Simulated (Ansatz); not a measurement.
Reaction (substitution at a C–C bond): `N#CC(F)F` + H–F → trifluoromethane + `C#N`

Program: Ansatz. Geometries: PBE0-D4/def2-TZVP. ΔE: electronic, gas phase. CBS: MP2 limit from def2 TZ/QZ plus the TZ coupled-cluster correction, frozen cores. This one scheme is used for every species. Functionals use def2-TZVPP.

| level | ΔE (kJ/mol) |
| --- | --- |
| B2PLYP | -28.1 |
| PBE | -24.2 |
| CCSD/def2-TZVPP | -28.0 |
| CCSD/CBS(def2) | -23.9 |

What does CCSD(T)/CBS give? (An estimate is asked.)

Ansatz gave: -22.0 kJ/mol. The listed levels differ from it by -6.1, -2.2, -6.0, -1.9 kJ/mol.

Largest T1 diagnostic among the species: 0.014.

Leaving LDA and LC-ωPBE aside and taking each functional with its dispersion term where it has one, the values, not all of them listed here, spread over 13.0 kJ/mol, from BHLYP-D4 to revPBE-D4. At CCSD(T), def2-SVP lies −21.2 kJ/mol from the extrapolated value and def2-TZVPP −4.1 kJ/mol. From BLYP to BHLYP (50 % exact exchange), in def2-TZVPP and without D4, ΔE moves by −6.5 kJ/mol.

CCSD(T)/CBS has its own doubt, a few kJ/mol and more with outer-core shells, so smaller differences from it don't rank the levels.
